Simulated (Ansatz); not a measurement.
# SiS2: the cost of one run

Computed with Ansatz 0.2.0 (DFT PBE+D3(BJ), scalar-relativistic, plane waves, PAW, unless a step's input says otherwise).

1 further run of the same task is left out (set aside as unsound or not needed).

## Step 1: The system as given

The structure is orthorhombic, space group Ibam (No. 72). The conventional cell has a = 5.412 Å, b = 9.555 Å, c = 5.528 Å, α = 90.00°, β = 90.00°, γ = 90.00°. Si (site symmetry 222) has 4 S at 2.14 Å as nearest neighbours. S (site symmetry m) has 2 Si at 2.14 Å as nearest neighbours.

Structure file:

```cif
data_structure
_symmetry_space_group_name_H-M 'Ibam'
_symmetry_Int_Tables_number 72
_cell_length_a 5.4117
_cell_length_b 9.5554
_cell_length_c 5.5276
_cell_angle_alpha 90.000
_cell_angle_beta 90.000
_cell_angle_gamma 90.000
_cell_volume 285.84
loop_
_atom_site_label
_atom_site_type_symbol
_atom_site_symmetry_multiplicity
_atom_site_Wyckoff_symbol
_atom_site_fract_x
_atom_site_fract_y
_atom_site_fract_z
_atom_site_occupancy
Si1 Si 4 a 0.00000 0.00000 0.75000 1
S1 S 8 j 0.21675 0.11940 0.00000 1
```

This cell was relaxed beforehand with the same method: volume 23.82 Å³/atom, gap on the mesh 2.64 eV.

## Step 2: Electronic structure at the relaxed geometry

input.yaml

```yaml
crystal:
  lattice:
    - [-2.705872529, 4.7777058367, 2.7637767388]
    - [2.705872529, -4.7777058367, 2.7637767388]
    - [2.705872529, 4.7777058367, -2.7637767388]
  atoms:
    - { symbol: Si, position: [0.75, 0.75, 0.0] }
    - { symbol: Si, position: [0.25, 0.25, 0.0] }
    - { symbol: S, position: [0.1193989854, 0.2167531555, 0.3361521409] }
    - { symbol: S, position: [0.8806010146, 0.7832468445, 0.6638478591] }
    - { symbol: S, position: [0.6193989854, 0.2832468445, 0.9026458299] }
    - { symbol: S, position: [0.3806010146, 0.7167531555, 0.0973541701] }
basis:
  ecutwfc: 420
kpoints:
  mp_grid: { grid: [6, 6, 6] }
  band_path:
    path:
      - [[0.0, 0.0, 0.0], [0.5, -0.5, 0.5], [0.3301892, -0.3301892, 0.6698108]]
      - [[-0.3301892, 0.3301892, 0.3301892], [0.0, 0.0, 0.0], [0.33365793, 0.33365793, -0.33365793]]
      - [[0.66634207, -0.33365793, 0.33365793], [0.5, -0.5, 0.5]]
      - [[0.0, 0.0, 0.0], [0.0, 0.5, 0.0], [0.25, 0.25, 0.25], [0.5, 0.0, 0.0], [0.0, 0.0, 0.0], [0.0, 0.0, 0.5], [0.25, 0.25, 0.25]]
    npoints: 14
hamiltonian:
  xc: pbe
  dispersion: d3bj
scf:
  occupations: { method: gaussian, width: 0.02 }
  n_extra_bands: 15
output:
  forces: true
  stress: true
  eigenvalues: true
  populations: true
  dos: { projected: true, de: 0.02, nscf_kmesh: { grid: [9, 9, 9] } }
  bader: true
  write_density: true
  write_potential: true
  elf: true
  volumetric_format: npy
```

Started as:

```bash
$ ansatz run input.yaml --threads 4 --pin off --max-ram 10240MiB --backend cpu --events-out ev --progress --plain --runs-dir out
```

What time and memory should one allow on 4 threads of an x86-64 CPU, shared host?

About 16 s, with a peak of 0.79 GiB.
